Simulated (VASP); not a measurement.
Si:

```
Si
1.0
     0.00000    2.73484    2.73484
     2.73484    0.00000    2.73484
     2.73484    2.73484    0.00000
Si
2
Direct
  0.75000 0.75000 0.75000
  0.50000 0.50000 0.50000
```

| Quantity | Value |
| --- | --- |
| Program | VASP 6.6.1 |
| Task | relaxation of cell and atoms |
| Functional | PBEsol |
| Potentials or basis | VASP PAW PBE potentials, release 64 (Si) |
| Cutoff | 600 eV |
| k mesh | 10 × 10 × 10 |
| Occupations | gaussian, width 0.02 eV |
| Spin | no spin polarisation |

At the start: pressure -1.7 GPa; volume 20.45 Å³/atom.

Task: Where does the relaxation end?

Result: Over 3 steps the energy falls by 2.0 meV/atom and the volume is 20.08 Å³/atom (-1.8 %); space group Fd-3m (No. 227, to 0.05 Å).

Step by step:
```
step  energy change (eV)  largest force (eV/Å)  pressure (GPa)  volume (Å³)
   1              0.0000                0.0000           -1.68        40.91
   2             -0.0022                0.0000            1.21        39.65
   3             -0.0040                0.0000            0.00        40.15
```

Final structure:
```yaml
crystal:
  lattice:
    - [0.00000, 2.71787, 2.71787]
    - [2.71787, 0.00000, 2.71787]
    - [2.71787, 2.71787, 0.00000]
  atoms:
    - { symbol: Si, position: [0.75000, 0.75000, 0.75000] }
    - { symbol: Si, position: [0.50000, 0.50000, 0.50000] }
```

Caveat: the PAW data sets were made with another functional, which shifts forces and pressure a little.
